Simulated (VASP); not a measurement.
Crystal: MoSe2.

```
Mo Se
1.0
     3.32226    0.00000    0.00000
    -1.66113    2.87716    0.00000
     0.00000    0.00000   13.54296
Mo Se
2 4
Direct
  0.66667 0.33333 0.75000
  0.33333 0.66667 0.25000
  0.33333 0.66667 0.87222
  0.66667 0.33333 0.37222
  0.33333 0.66667 0.62778
  0.66667 0.33333 0.12778
```

The cell is a database's computed one.

* Program: VASP 6.6.1
* Task: relaxation of cell and atoms
* Functional: PBE
* Dispersion: D3(BJ)
* Potentials or basis: VASP PAW PBE potentials, release 64 (Mo_sv, Se)
* Cutoff: 600 eV
* k mesh: 10 × 10 × 3
* Occupations: gaussian, width 0.02 eV
* Spin: no spin polarisation

At the start: pressure -1.9 GPa; volume 21.58 Å³/atom.

**Question.** How do energy, volume and symmetry change on relaxing?

**Answer.** Over 15 steps the energy falls by 18.0 meV/atom and the volume is 19.75 Å³/atom (-8.5 %); space group P6_3/mmc (No. 194, to 0.05 Å).

The path:
```
step  energy change (eV)  largest force (eV/Å)  pressure (GPa)  volume (Å³)
   1              0.0000                0.2047           -1.85       129.45
   2             -0.0243                0.4714            1.62       124.83
   3             -0.0278                0.3997            0.69       126.01
   4             -0.0402                0.0134           -0.59       125.28
   5             -0.0416                0.0868           -0.28       125.46
   6             -0.0543                0.0824           -0.27       124.61
   7             -0.0867                0.0745           -0.15       122.05
   8             -0.1028                0.0453            0.69       116.91
   9             -0.1071                0.0779            0.33       118.81
  10             -0.1074                0.0723            0.42       118.37
  11             -0.0889                0.3700           -2.34       119.50
  12             -0.1080                0.0035           -0.01       118.54
  13             -0.1080                0.0019           -0.02       118.54
  14             -0.1080                0.0044            0.03       118.46
  15             -0.1081                0.0009            0.00       118.49
```

Final structure:
```
Mo Se
1.0
     3.27846    0.00000    0.00000
    -1.63923    2.83923    0.00000
     0.00000    0.00000   12.72952
Mo Se
2 4
Direct
  0.66667 0.33333 0.75000
  0.33333 0.66667 0.25000
  0.33333 0.66667 0.88164
  0.66667 0.33333 0.38164
  0.33333 0.66667 0.61836
  0.66667 0.33333 0.11836
```
